Band levels of a 1T PtS2 monolayer (in-plane vectors 3.538 Å), counted from the valence top at each level of theory; v1 is the highest filled band, c1 the lowest empty one. Ansatz 0.2.0, plane-wave PAW, no spin polarisation, same r2SCAN-relaxed geometry throughout. The cheaper level is r2SCAN (cutoff 500 eV, 12×12×1 k mesh), the costlier one HSE06 (420 eV, 6×6×1).

```tsv
point name	band v2, cheaper level (eV)	band v1, cheaper level (eV)	band c1, cheaper level (eV)	band c2, cheaper level (eV)	band v2, costlier level (eV)	band v1, costlier level (eV)	band c1, costlier level (eV)	band c2, costlier level (eV)
Gamma	-0.225	-0.225	3.508	3.508	-0.091	-0.091	4.223	4.223
M	-1.744	-1.442	3.151	3.277	-2.042	-1.471	3.894	4.018
K	-0.749	-0.749	2.416	2.416	-1.012	-1.012	3.122	3.122
extra_d	-0.217	-0.081	2.124	3.099	-0.198	-0.139	2.741	3.826
extra_v	-0.158	-0.009	2.500	3.211	-0.093	-0.080	3.122	3.930
extra_c	-0.315	-0.139	2.046	3.065	-0.324	-0.152	2.667	3.796
```

How much theory this sheet of PtS₂ needs depends on what is asked of it: where the band edges lie, how wide the gap is, or how the levels are spaced across the whole zone. In the table v1 is the highest filled band and v2 the one below it, while c1 is the lowest empty band and c2 the next. Energies count from the valence top, so the indirect gap is simply the lowest value of c1. It stands in the row extra_c at both levels, 2.05 eV in r2SCAN and 2.67 eV in HSE06.

The cheaper level already answers most of the first question. Among the mesh and named points computed, both levels have the lowest conduction level at extra_c, on the line from Gamma to M. The three extra points are labelled as coming from a search with the PBE functional, not with either level of the table. Both also place the valence top midway between Gamma and K, away from the tabulated points, which is why v1 is below zero in every row. In r2SCAN, however, extra_v lies within 0.01 eV of that top, which is too close to call. The material is an indirect semiconductor at either level, and r2SCAN is enough to find the conduction minimum, but for the valence top it gives only a short list of candidates.

The width of the gap is another matter. In r2SCAN the exchange felt by an electron is built from the density, its gradient and the kinetic-energy density nearby. The last of these lets it tell filled from empty states to some degree, so its gaps are expected to be wider than those of simpler functionals, but only part of the way. HSE06 starts from PBE, a simpler functional of the same semilocal kind, and replaces a quarter of its short-range exchange by Fock exchange. Fock exchange lowers a level through all the filled states together, and the more strongly a state overlaps with them, the more it gains. A filled state is one of that set and usually gains more than an empty one, so filled levels sink relative to empty ones and the gap opens. Semilocal exchange is expected to capture little of this difference in PBE and only part of it in r2SCAN, which helps to explain why such functionals tend to give gaps that are too small.

A step of 0.62 eV is large for most purposes. It is about three tenths of the r2SCAN gap itself. A sorting of materials into narrow and wide gaps may survive such a difference, but a comparison with a measured gap will not.

It is tempting to run HSE06 for the gap alone and to lift all the r2SCAN conduction levels by the same amount. This is the scissor, or rigid shift. It is best tested on vertical gaps, c1 minus v1 at the same point, because the choice of zero then drops out:

vertical gap in HSE06 ≈ vertical gap in r2SCAN + 0.621 eV

The shift is the rise of the indirect gap and was not adjusted to the vertical gaps.

At extra_c the recipe works to about 0.01 eV. That row supplied the conduction part of the shift, so the only thing tested there is that v1 hardly moves against the valence top. K is a harder test. Its r2SCAN levels give a vertical gap of 2.416 + 0.749 = 3.165 eV, and the shift raises this to 3.786 eV. HSE06 gives 3.122 + 1.012 = 4.134 eV, so the estimate is too small by about 0.35 eV.

Most of that failure comes from the filled side. Between the two levels c1 at K rises by 0.71 eV, not far from the 0.62 eV assumed. But v1 at K also sinks by 0.26 eV relative to the valence top, and the scissor takes it to stay where it was. Over the six rows the typical miss is 0.16 eV (root mean square), and K is the worst case.

The conduction bands behave more evenly, and their chemistry suggests why. By formal count platinum here has six d electrons in an octahedron of sulfur, which fill the three d orbitals that point between the neighbours. The two that point at the sulfur atoms are empty, and mixed with sulfur p orbitals they form c1 and c2. States of one family should feel much the same change of exchange, and their shifts do lie between 0.62 and 0.74 eV.

The valence bands mix two families, sulfur p and the filled platinum d orbitals, in proportions that vary across the zone. Fock exchange usually lowers a compact d orbital more than a spread-out p orbital, so each filled level should move according to its mixture. The table shows the uneven movement, from a rise of 0.13 eV at Gamma to a fall of 0.30 eV for v2 at M. That the mixture causes it is an inference from chemistry, not a result of these columns.

M shows that depth below the valence top does not decide the shift alone. In r2SCAN its two upper filled bands lie only 0.30 eV apart. HSE06 leaves v1 almost in place and pushes v2 down, so that the spacing grows to 0.57 eV. The bands are numbered by energy, and in HSE06 the next band down lies within a thousandth of an eV of v2 at M, so states may well have changed places between the two calculations, but in either case these levels are not corrected alike. A stretch of the valence bands by one factor would not reproduce that.

Scaling the r2SCAN gaps is no better as a general remedy. Multiplying each vertical gap by the ratio of the two indirect gaps, 1.30, happens to work very well at K and extra_d. At Gamma and M, where the gaps are wide, it overshoots by 0.55 and 0.62 eV. For a related compound the safer guess is that empty bands of one orbital family move up nearly together, while filled bands of mixed character change their spacing.

The same unevenness matters for holes, which gather at the highest filled levels. In r2SCAN Gamma lies 0.22 eV below extra_v, whereas in HSE06 the two are level within the accuracy of the settings. The upper edge of the valence band thus has a different shape at the two levels, and with it the states open to holes. Spin–orbit coupling, which is strong in platinum and absent from both calculations, could reorder levels that lie so close. A study of hole transport should include it along with the better functional.

A plain setting can shift the gap by nearly half as much as the change of functional. Read only on its own 6×6 mesh, the HSE06 gap is 2.94 eV, which is 0.28 eV more than the value at extra_c. The mesh contains the highest filled level found but steps over the conduction minimum. The finer 12×12 mesh used with r2SCAN has a point close to that minimum and errs by only about 0.01 eV. Comparing the two bare mesh gaps would put the effect of the functional at 0.89 eV instead of 0.62 eV.

The remedy need not be a finer mesh throughout. In HSE06 the exchange acting on one state is a sum over 15 filled bands at 36 mesh points, or 540 pair terms, for which r2SCAN has no counterpart. Going to 12×12 raises the number of distinct points from 7 to 19 and gives each of them 144 partners instead of 36. By this count the exchange work grows by (19 × 144)/(7 × 36), about elevenfold.

One added point at the conduction minimum costs only about a seventh of the exchange work on the coarse mesh. It removes the error of stepping over the minimum, though it does not test whether the exchange sum itself is converged on 36 points. The economical order of work is therefore to let r2SCAN search the zone on a fine mesh and then to evaluate HSE06 on a coarse mesh with the edge points added, including every candidate for the valence top.

How far to go depends on the accuracy required. To learn that the gap is indirect and where the conduction minimum lies, r2SCAN suffices. For a better estimate of the width of the gap, HSE06 with the edge points is the sensible next step, and the scissor can carry its correction to c1 near its minimum; c2 there, and both empty bands at Gamma, M and K, rise about 0.1 eV more than it allows. For vertical gaps across the zone, or for the order of the upper valence levels, HSE06 is needed at every point of interest.

Even then the HSE06 value is not a measured gap. HSE06 uses the same quarter of exchange in every material and drops it at long range, whereas a single sheet in vacuum screens charge only weakly. The true electronic gap is therefore expected to be wider than the HSE06 one, and a GW calculation, which computes the screening, is the usual next step. The atoms were also held where r2SCAN left them, and in HSE06 the sulfur atoms still feel forces of about 0.3 eV/Å, so relaxing them would alter the gap somewhat. The cell was relaxed with r2SCAN too, so its edges need not lie at the HSE06 minimum either. The r2SCAN run also carries a warning that its exchange–correlation potential is rough where the density is thin, as it is in the vacuum around the sheet, and what this does to the levels was not tested. The two runs differ in plane-wave cutoff as well as in mesh, and without a convergence test steps of a hundredth of an eV carry no weight. Light absorption without help from lattice vibrations depends on the vertical gap, not on the indirect one. In a single sheet it is expected to start well below the true vertical gap (not necessarily below the HSE06 value), because electron and hole attract each other strongly when little material screens them. The optical onset calls for a method that treats this attraction too, such as the Bethe–Salpeter equation on top of GW.
